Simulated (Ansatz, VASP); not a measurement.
# One calculation of CuO, two programs

The input INCAR:

```
SYSTEM = CuO
  PREC = Accurate
  ENCUT = 520
  EDIFF = 1E-6
  ISMEAR = -1
  SIGMA = 0.05
  LREAL = .False.
  LASPH = .True.
  NELM = 150
  ALGO = Normal
  ISIF = 2
  LWAVE = .False.
  LCHARG = .True.
  LMAXMIX = 4
  LDAU = .True.
  LDAUTYPE = 2
  LDAUL = 2 -1
  LDAUU = 4.5 0
  LDAUJ = 0 0
  LDAUPRINT = 1
  GGA = PS
  LELF = .True.
  LVHAR = .True.
  NBANDS = 16
```

KPOINTS

```
Automatic mesh
0
Gamma
  10 10 10
  0 0 0
```

File POSCAR:

```
CuO
1.0
    0.0000000000      2.3272527300      2.3272527300
    2.3272527300      0.0000000000      2.3272527300
    2.3272527300      2.3272527300      0.0000000000
Cu O
1 1
Direct
    0.0000000000      0.0000000000      0.0000000000
    0.2500000000      0.2500000000      0.2500000000
```

File input.yaml:

```yaml
crystal:
  lattice:
    - [0.0, 2.32725273, 2.32725273]
    - [2.32725273, 0.0, 2.32725273]
    - [2.32725273, 2.32725273, 0.0]
  atoms:
    - { symbol: Cu, position: [0.0, 0.0, 0.0] }
    - { symbol: O, position: [0.25, 0.25, 0.25] }
hamiltonian:
  xc: pbesol
  pseudopotentials: { kind: paw }
  hubbard: { sites: [{ species: Cu, l: d, u_eff: 4.5 }] }
kpoints:
  mp_grid: { grid: [10, 10, 10] }
  band_path:
    path:
      - [[0.0, 0.0, 0.0], [0.5, 0.0, 0.5], [0.5, 0.25, 0.75], [0.375, 0.375, 0.75], [0.0, 0.0, 0.0], [0.5, 0.5, 0.5], [0.625, 0.25, 0.625], [0.5, 0.25, 0.75], [0.5, 0.5, 0.5], [0.375, 0.375, 0.75]]
      - [[0.625, 0.25, 0.625], [0.5, 0.0, 0.5]]
    npoints: 14
scf:
  occupations: { method: fermi_dirac, width: 0.05 }
  n_extra_bands: 6
output:
  forces: true
  stress: true
  eigenvalues: true
  fatbands: false
```

Measurements of this composition are mostly on another form, of space group No. 15.

Alike in both runs: functional PBEsol; k mesh 10 × 10 × 10; occupations fermi-dirac, width 0.05 eV; no spin polarisation; Hubbard terms Cu d U = 4.5 eV.

```csv
,VASP,Ansatz
version,VASP 6.6.1,Ansatz 0.2.0
potentials or method,"VASP PAW PBE potentials, release 64 (Cu, O)",Ansatz PAW
plane-wave cutoff (eV),520,420
valence electrons in the cell,17,25
task,single point,band structure
```

|  | VASP | Ansatz | Ansatz less VASP |
| --- | --- | --- | --- |
| gap on the k mesh at the Fermi level (eV) | none | none | - |
| pressure (GPa) | -16.4 | -13.2 | +3.27 |

The programs project onto different local orbitals, so the same U acts differently. A gap of «none» marks a metal or a gap that the smearing closes. The two sets of potentials don't hold the same shells in valence.

Caveats: an odd number of electrons without spin polarisation forces a metal; a magnetic or distorted state may lie lower; the run has no spin polarisation, though such a crystal can be magnetic; U without spin polarisation on a metal has little footing; the PAW data sets were made with another functional, which shifts forces and pressure a little (VASP); the pressure holds a Pulay correction of +0.7 GPa for the finite cutoff (Ansatz); the PAW data sets come from PBE, with cores solved anew for the run's functional, which leaves a small shift of forces and pressure (Ansatz).
